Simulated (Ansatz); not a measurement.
# Infrared modes and screening in SiO2 (rutile)

Perturbation theory with PBEsol in the PAW code Ansatz on the PBEsol cell, ground state and force constants on a 6×6×8 mesh. Calculated for a static, non-magnetic cell.

The symmetry is P4_2/mnm (No. 136, tetragonal); conventional cell a = 4.195 Å, c = 2.678 Å, 7.85 Å³ an atom. Si has 6 O at 1.77–1.82 Å; O has 3 Si at 1.77–1.82 Å.

```
Si O
1.0
     4.19463    0.00000    0.00000
     0.00000    4.19463    0.00000
     0.00000    0.00000    2.67845
Si O
2 4
Direct
  0.00000 0.00000 0.00000
  0.50000 0.50000 0.50000
  0.30606 0.30606 0.00000
  0.19394 0.80606 0.50000
  0.80606 0.19394 0.50000
  0.69394 0.69394 0.00000
```

Optical modes without the longitudinal term:

| ω (cm⁻¹) | degeneracy | IR intensity, summed over the level ((D/Å)²/amu) |
| --- | --- | --- |
| 216 | 1 | 0.00 |
| 375 | 1 | 0.00 |
| 448 | 2 | 61.17 |
| 561 | 2 | 8.66 |
| 571 | 2 | 0.00 |
| 575 | 1 | 0.00 |
| 644 | 1 | 51.44 |
| 737 | 1 | 0.00 |
| 741 | 1 | 0.00 |
| 809 | 2 | 24.82 |
| 924 | 1 | 0.00 |

The zone-centre optical frequencies run from 216 to 924 cm⁻¹, none imaginary (the rest of the zone wasn't tested). With the long-range field the highest mode reaches 1030 cm⁻¹. Of the real levels 4 are infrared active, the strongest at 448 cm⁻¹.

ε∞: 3.43 along x and y, 3.60 along z. With the ions relaxed, ε⁰ is 11.8 along x and y, 9.2 along z. Born charges, averaged over directions: Si +3.91, O -1.95 e.

For comparison, on the r2SCAN cell the mean ε∞ is 3.26 with r2SCAN (ground state on 6×6×8; least gap 6.51 eV), 3.44 with PBE (ground state on 6×6×8; least gap 5.56 eV).
